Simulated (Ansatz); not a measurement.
## Ru under changes of volume

One of the cells (13.575 Å³/atom); the others are scaled copies at fixed shape and fractional positions:

```
Ru
1.0
     2.70580    0.00000    0.00000
    -1.35290    2.34329    0.00000
     0.00000    0.00000    4.28190
Ru
2
Direct
  0.66667 0.33333 0.75000
  0.33333 0.66667 0.25000
```

- Program: Ansatz 0.2.0
- Functional: revPBE
- Dispersion: D3(BJ)
- Potentials or basis: Ansatz PAW
- Cutoff: 420 eV (not typed: the program's choice for these potentials)
- k mesh: 11 × 11 × 6
- Occupations: fermi-dirac, width 0.05 eV
- Spin: no spin polarisation

```tsv
volume (Å³/atom)	energy over the lowest point (meV/atom)	pressure (GPa)
12.760	24.12	15.3
13.032	5.44	7.0
13.303	0.00	-0.3
13.575	6.34	-6.9
13.846	23.12	-12.7
14.118	49.14	-17.8
14.389	?	?
```

Problem. What does the run at 14.389 Å³/atom give?

Solution. Energy over the lowest point 83.38 meV/atom; pressure -22.4 GPa.

Worked out: A Birch-Murnaghan fit of order 3 (a polynomial in V^(-2/3)) to the other rows has its minimum at 13.29 Å³/atom with B0 = V·E''(V) = 341 GPa and B' = 4.9 at fixed shape and positions, which overstates the stiffness. It gives 83.29 meV/atom at 14.389 Å³/atom, against the run's 83.38, and -dE/dV = -22.4 GPa, against -22.4.

Energies are extrapolated to zero smearing.

Caveats: pairwise dispersion overbinds metals, which lowers pressure and volume; the PAW data sets come from PBE, with cores solved anew for the run's functional, which leaves a small shift of forces and pressure.
